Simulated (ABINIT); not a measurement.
# GaN (P6_3mc) in ABINIT: equation of state

How stiff is GaN in PBE, and what volume does it want? The cell is scaled to several volumes.

All numbers are computed with ABINIT 10.8.3 (patched build); they aren't measurements. Logs are shortened: lines on timing, memory, paths and dates and some standing lists are left out, and cuts for length are marked. The log counts tension as positive stress, the text compression.

## 1. The crystal as given

It takes space group P6_3mc (No. 186, hexagonal). The conventional cell has a = 3.180 Å, b = 3.180 Å, c = 5.166 Å, α = 90.00°, β = 90.00°, γ = 120.00°. Ga (site symmetry 3m) is surrounded by 4 N at 1.94 to 1.95 Å. N (site symmetry 3m) is surrounded by 4 Ga at 1.94 to 1.95 Å.

## 2. Equation of state, PBE

run.abi

```
# Datasets: one volume each
ndtset 7
getwfk -1
scalecart1 3*0.9795861087
scalecart2 3*0.9864848297
scalecart3 3*0.9932883884
scalecart4 3*1.0000000000
scalecart5 3*1.0066227096
scalecart6 3*1.0131594038
scalecart7 3*1.0196128224

# Pseudopotentials
pp_dirpath "./"
pseudos "Ga.GGA_PBE-JTH.xml, N.GGA_PBE-JTH.xml"

# Structure
acell 3*1.0
rprim
     6.0093290763     0.0000000000     0.0000000000
    -3.0046645382     5.2042316397     0.0000000000
     0.0000000000     0.0000000000     9.7623251598
ntypat 2
znucl 31 7
natom 4
typat 1 1 2 2
xred
     0.6666666667     0.3333333333     0.5000000000
     0.3333333333     0.6666666667     0.0000000000
     0.6666666667     0.3333333333     0.8750000000
     0.3333333333     0.6666666667     0.3750000000

# Plane-wave basis
ecut 26.0
pawecutdg 48.0

# k points
kptopt 1
ngkpt 10 10 5
nshiftk 1
shiftk 0.0 0.0 0.0

# Exchange and correlation
ixc 11

# Bands and occupations
nband 22
occopt 3
tsmear 0.05 eV

# SCF cycle
nstep 100
tolvrs 1.0e-9

# Output
iomode 3
prtwf 1
prtden 0
prteig 0
prtebands 0
enunit 1
```

Potentials or basis: JTH PAW PBE v2.0.

Command:

```console
$ abinit run.abi > log 2>&1
```

run.abo:

```text
.Version 10.8.3 of ABINIT
 DATASET    1 : space group P6_3 m c (#186); Bravais hP (primitive hexag.)
================================================================================
 Values of the parameters that define the memory need for DATASET  1.
     intxc =       0    ionmov =       0      iscf =      17    lmnmax =      18
     lnmax =       6     mgfft =      45  mpssoang =       3    mqgrid =    3001
     natom =       4  nloc_mem =       2    nspden =       1   nspinor =       1
    nsppol =       1      nsym =      12    n1xccc =       1    ntypat =       2
    occopt =       3   xclevel =       2
       mpw =        1834          nfft =       40500          nkpt =          42
 PAW method is used; the additional fine FFT grid is defined by:
   mgfftf=        60    nfftf =     96000
================================================================================
================================================================================
[... 71 lines left out ...]
 DATASET    7 : space group P6_3 m c (#186); Bravais hP (primitive hexag.)
================================================================================
 Values of the parameters that define the memory need for DATASET  7.
     intxc =       0    ionmov =       0      iscf =      17    lmnmax =      18
     lnmax =       6     mgfft =      48  mpssoang =       3    mqgrid =    3105
     natom =       4  nloc_mem =       2    nspden =       1   nspinor =       1
    nsppol =       1      nsym =      12    n1xccc =       1    ntypat =       2
    occopt =       3   xclevel =       2
       mpw =        2064          nfft =       43200          nkpt =          42
 PAW method is used; the additional fine FFT grid is defined by:
   mgfftf=        64    nfftf =    102400
================================================================================
================================================================================

--------------------------------------------------------------------------------
------------- Echo of variables that govern the present computation ------------
--------------------------------------------------------------------------------
 -outvars: echo values of preprocessed input variables --------
            acell      1.0000000000E+00  1.0000000000E+00  1.0000000000E+00 Bohr
              amu      6.97230000E+01  1.40067400E+01
             ecut      2.60000000E+01 Hartree
           enunit           1
           getwfk          -1
              ixc          11
           jdtset        1    2    3    4    5    6    7
         kptrlatt       10    0    0      0   10    0      0    0    5
          kptrlen1     4.78151906E+01
          kptrlen2     4.81519284E+01
          kptrlen3     4.84840211E+01
          kptrlen4     4.88116258E+01
          kptrlen5     4.91348910E+01
          kptrlen6     4.94539577E+01
          kptrlen7     4.97689595E+01
            natom           4
            nband          22
           ndtset           7
            ngfft1         30      30      45
            ngfft2         30      30      48
            ngfft3         30      30      48
            ngfft4         30      30      48
            ngfft5         30      30      48
            ngfft6         30      30      48
            ngfft7         30      30      48
          ngfftdg1         40      40      60
          ngfftdg2         40      40      64
          ngfftdg3         40      40      64
          ngfftdg4         40      40      64
          ngfftdg5         40      40      64
          ngfftdg6         40      40      64
          ngfftdg7         40      40      64
             nkpt          42
            nstep         100
             nsym          12
           ntypat           2
           occopt           3
        pawecutdg      4.80000000E+01 Hartree
         pawxcdev           0
           prtden           0
        prtebands           0
           prteig           0
            rprim1     5.8866552858E+00  0.0000000000E+00  0.0000000000E+00
                      -2.9433276429E+00  5.0979930207E+00  0.0000000000E+00
                       0.0000000000E+00  0.0000000000E+00  9.5630381152E+00
            rprim2     5.9281119704E+00  0.0000000000E+00  0.0000000000E+00
                      -2.9640559853E+00  5.1338955628E+00  0.0000000000E+00
                       0.0000000000E+00  0.0000000000E+00  9.6303856727E+00
            rprim3     5.9689967936E+00  0.0000000000E+00  0.0000000000E+00
                      -2.9844983968E+00  5.1693028583E+00  0.0000000000E+00
                       0.0000000000E+00  0.0000000000E+00  9.6968042250E+00
            rprim4     6.0093290763E+00  0.0000000000E+00  0.0000000000E+00
                      -3.0046645382E+00  5.2042316397E+00  0.0000000000E+00
                       0.0000000000E+00  0.0000000000E+00  9.7623251598E+00
            rprim5     6.0491271177E+00  0.0000000000E+00  0.0000000000E+00
                      -3.0245635589E+00  5.2386977545E+00  0.0000000000E+00
                       0.0000000000E+00  0.0000000000E+00  9.8269782044E+00
            rprim6     6.0884082642E+00  0.0000000000E+00  0.0000000000E+00
                      -3.0442041321E+00  5.2727162253E+00  0.0000000000E+00
                       0.0000000000E+00  0.0000000000E+00  9.8907915386E+00
            rprim7     6.1271889802E+00  0.0000000000E+00  0.0000000000E+00
                      -3.0635944902E+00  5.3063013106E+00  0.0000000000E+00
                       0.0000000000E+00  0.0000000000E+00  9.9537919094E+00
          spgroup         186
           tolvrs      1.00000000E-09
           tsmear      1.83746611E-03 Hartree
            typat      1  1  2  2
           useylm           1
           xangst1     1.5575419118E+00  8.9924724202E-01  2.5302709171E+00
                      -1.7279449479E-11  1.7984944840E+00  0.0000000000E+00
                       1.5575419118E+00  8.9924724202E-01  4.4279741048E+00
                      -1.7279449479E-11  1.7984944840E+00  1.8977031878E+00
           xangst2     1.5685108781E+00  9.0558017772E-01  2.5480903134E+00
                      -1.7400964551E-11  1.8111603554E+00  0.0000000000E+00
                       1.5685108781E+00  9.0558017772E-01  4.4591580484E+00
                      -1.7400964551E-11  1.8111603554E+00  1.9110677350E+00
           xangst3     1.5793285365E+00  9.1182575566E-01  2.5656639055E+00
                      -1.7520665292E-11  1.8236515113E+00  0.0000000000E+00
                       1.5793285365E+00  9.1182575566E-01  4.4899118346E+00
                      -1.7520665292E-11  1.8236515113E+00  1.9242479291E+00
           xangst4     1.5899999989E+00  9.1798692737E-01  2.5829999982E+00
                      -1.7639790514E-11  1.8359738547E+00  0.0000000000E+00
                       1.5899999989E+00  9.1798692737E-01  4.5202499969E+00
                      -1.7639790514E-11  1.8359738547E+00  1.9372499987E+00
           xangst5     1.6005301072E+00  9.2406648821E-01  2.6001064571E+00
                      -1.7756175315E-11  1.8481329764E+00  0.0000000000E+00
                       1.6005301072E+00  9.2406648821E-01  4.5501863000E+00
                      -1.7756175315E-11  1.8481329764E+00  1.9500798428E+00
           xangst6     1.6109234509E+00  9.3006708803E-01  2.6169907382E+00
                      -1.7871360599E-11  1.8601341761E+00  0.0000000000E+00
[... 16 lines left out ...]
                       2.9844983968E+00  1.7231009528E+00  8.4847036969E+00
                      -3.3109258946E-11  3.4462019055E+00  3.6363015844E+00
            xcart4     3.0046645381E+00  1.7347438799E+00  4.8811625799E+00
                      -3.3334372990E-11  3.4694877598E+00  0.0000000000E+00
                       3.0046645381E+00  1.7347438799E+00  8.5420345148E+00
                      -3.3334372990E-11  3.4694877598E+00  3.6608719349E+00
            xcart5     3.0245635588E+00  1.7462325848E+00  4.9134891022E+00
                      -3.3554308390E-11  3.4924651697E+00  0.0000000000E+00
                       3.0245635588E+00  1.7462325848E+00  8.5986059288E+00
                      -3.3554308390E-11  3.4924651697E+00  3.6851168266E+00
            xcart6     3.0442041321E+00  1.7575720751E+00  4.9453957693E+00
                      -3.3771977029E-11  3.5151441502E+00  0.0000000000E+00
                       3.0442041321E+00  1.7575720751E+00  8.6544425963E+00
                      -3.3771977029E-11  3.5151441502E+00  3.7090468270E+00
            xcart7     3.0635944901E+00  1.7687671035E+00  4.9768959547E+00
                      -3.3988036962E-11  3.5375342071E+00  0.0000000000E+00
                       3.0635944901E+00  1.7687671035E+00  8.7095679207E+00
                      -3.3988036962E-11  3.5375342071E+00  3.7326719660E+00
             xred      6.6666666667E-01  3.3333333333E-01  5.0000000000E-01
                       3.3333333333E-01  6.6666666667E-01  0.0000000000E+00
                       6.6666666667E-01  3.3333333333E-01  8.7500000000E-01
                       3.3333333333E-01  6.6666666667E-01  3.7500000000E-01
            znucl       31.00000    7.00000

================================================================================

 chkinp: Checking input parameters for consistency, jdtset=   1.

 chkinp: Checking input parameters for consistency, jdtset=   2.

 chkinp: Checking input parameters for consistency, jdtset=   3.

 chkinp: Checking input parameters for consistency, jdtset=   4.
[... 48 lines left out ...]
- pspini: atom type   2  psp file is ./N.GGA_PBE-JTH.xml
 Pseudopotential format is: paw10
 basis_size (lnmax)=  4 (lmn_size=  8), orbitals=   0   0   1   1
 Spheres core radius: rc_sph= 1.20497474
 Shapefunction is SIN type: shapef(r)=[sin(pi*r/rshp)/(pi*r/rshp)]**2
 Radius for shape functions =  1.00243812
 Compensation charge density is not taken into account in XC energy/potential

   1.92321609E+03                                ecore*ucvol(ha*bohr**3)
--------------------------------------------------------------------------------

[... 7 lines left out ...]

     iter   Etot(hartree)      deltaE(h)  residm     nres2
 ETOT  1  -177.63977626213    -1.776E+02 1.031E+00 4.526E+01
 ETOT  2  -178.27368360199    -6.339E-01 3.134E-02 7.791E+00
 ETOT  3  -178.26758553374     6.098E-03 3.199E-02 7.906E-01
 ETOT  4  -178.26806148134    -4.759E-04 2.397E-02 2.717E-02
 ETOT  5  -178.26809252523    -3.104E-05 4.179E-03 3.969E-03
 ETOT  6  -178.26815856559    -6.604E-05 1.045E-03 8.973E-04
 ETOT  7  -178.26816633137    -7.766E-06 2.252E-04 2.281E-04
 ETOT  8  -178.26816599705     3.343E-07 4.141E-04 9.751E-06
 ETOT  9  -178.26816604281    -4.576E-08 7.142E-05 1.505E-07
 ETOT 10  -178.26816604549    -2.682E-09 1.236E-04 4.196E-08
 ETOT 11  -178.26816604555    -6.278E-11 1.979E-05 9.762E-09
[... 1443 lines left out ...]
 Cartesian components of stress tensor (hartree/bohr^3)
  sigma(1 1)=  1.14430886E-04  sigma(3 2)=  0.00000000E+00
  sigma(2 2)=  1.14430887E-04  sigma(3 1)=  0.00000000E+00
  sigma(3 3)=  5.54417336E-05  sigma(2 1)=  1.77525445E-13

-Cartesian components of stress tensor (GPa)         [Pressure= -2.7882E+00 GPa]
- sigma(1 1)=  3.36667291E+00  sigma(3 2)=  0.00000000E+00
- sigma(2 2)=  3.36667292E+00  sigma(3 1)=  0.00000000E+00
- sigma(3 3)=  1.63115212E+00  sigma(2 1)=  5.22297891E-09

== END DATASET(S) ==============================================================
================================================================================

 -outvars: echo values of variables after computation  --------
            acell      1.0000000000E+00  1.0000000000E+00  1.0000000000E+00 Bohr
           etotal1    -1.7826816605E+02
           etotal2    -1.7827226788E+02
           etotal3    -1.7827531430E+02
           etotal4    -1.7827740146E+02
           etotal5    -1.7827864066E+02
           etotal6    -1.7827910789E+02
           etotal7    -1.7827888415E+02
            fcart1    -3.6593210813E-28  1.0563550057E-27 -3.0357171215E-03
                       3.6593210813E-28 -1.0563550057E-27 -3.0357171215E-03
                      -0.0000000000E+00 -0.0000000000E+00  3.0357171215E-03
                      -0.0000000000E+00 -0.0000000000E+00  3.0357171215E-03
            fcart2     9.0843264654E-29  1.5734514991E-28 -2.9033940538E-03
                       4.5421632327E-28 -5.2448383299E-29 -2.9033940538E-03
                      -2.7252979396E-28  3.6713868312E-28  2.9033940538E-03
                      -2.7252979396E-28 -4.7203544973E-28  2.9033940538E-03
            fcart3     9.0221030980E-29  5.7298050176E-28 -2.7891355965E-03
                       9.0221030980E-29 -2.6044568262E-28 -2.7891355965E-03
                       9.0221030980E-29 -2.6044568262E-28  2.7891355965E-03
                      -2.7066309294E-28 -5.2089136526E-29  2.7891355965E-03
            fcart4    -6.2730851723E-28 -7.7609301707E-28 -2.6785161993E-03
                       8.9615502462E-29  5.1739534471E-29 -2.6785161993E-03
                       8.9615502462E-29  4.6565581024E-28  2.6785161993E-03
[... 58 lines left out ...]
                       1.5793285365E+00  9.1182575566E-01  4.4899118346E+00
                      -1.7520665292E-11  1.8236515113E+00  1.9242479291E+00
           xangst4     1.5899999989E+00  9.1798692737E-01  2.5829999982E+00
                      -1.7639790514E-11  1.8359738547E+00  0.0000000000E+00
                       1.5899999989E+00  9.1798692737E-01  4.5202499969E+00
                      -1.7639790514E-11  1.8359738547E+00  1.9372499987E+00
           xangst5     1.6005301072E+00  9.2406648821E-01  2.6001064571E+00
                      -1.7756175315E-11  1.8481329764E+00  0.0000000000E+00
                       1.6005301072E+00  9.2406648821E-01  4.5501863000E+00
                      -1.7756175315E-11  1.8481329764E+00  1.9500798428E+00
           xangst6     1.6109234509E+00  9.3006708803E-01  2.6169907382E+00
                      -1.7871360599E-11  1.8601341761E+00  0.0000000000E+00
                       1.6109234509E+00  9.3006708803E-01  4.5797337919E+00
                      -1.7871360599E-11  1.8601341761E+00  1.9627430537E+00
           xangst7     1.6211843865E+00  9.3599124195E-01  2.6336599185E+00
                      -1.7985694592E-11  1.8719824839E+00  0.0000000000E+00
                       1.6211843865E+00  9.3599124195E-01  4.6089048573E+00
                      -1.7985694592E-11  1.8719824839E+00  1.9752449389E+00
             xred      6.6666666667E-01  3.3333333333E-01  5.0000000000E-01
                       3.3333333333E-01  6.6666666667E-01  0.0000000000E+00
                       6.6666666667E-01  3.3333333333E-01  8.7500000000E-01
                       3.3333333333E-01  6.6666666667E-01  3.7500000000E-01
 Calculation completed.
```

Wall time 8.1 min (1 thread of Arm Neoverse V1, shared host); peak memory 0.19 GiB.

What came out:

```
Equilibrium volume                        : 11.80 Å³/atom
Bulk modulus at fixed shape and positions : 171 GPa
Pressure derivative of the bulk modulus   : 4.5
```

Energy against volume, from the lowest point:
```tsv
volume (Å³/atom)	energy (meV/atom)
10.632	74.44
10.858	46.53
11.084	25.81
11.310	11.61
11.537	3.18
11.763	0.00
11.989	1.52
```

Caveat: pressures at fixed basis lie under the slope of the energies; the cell was scaled at fixed shape and fractional positions, which overstates the stiffness of a crystal with free parameters, most of all of layers and chains.
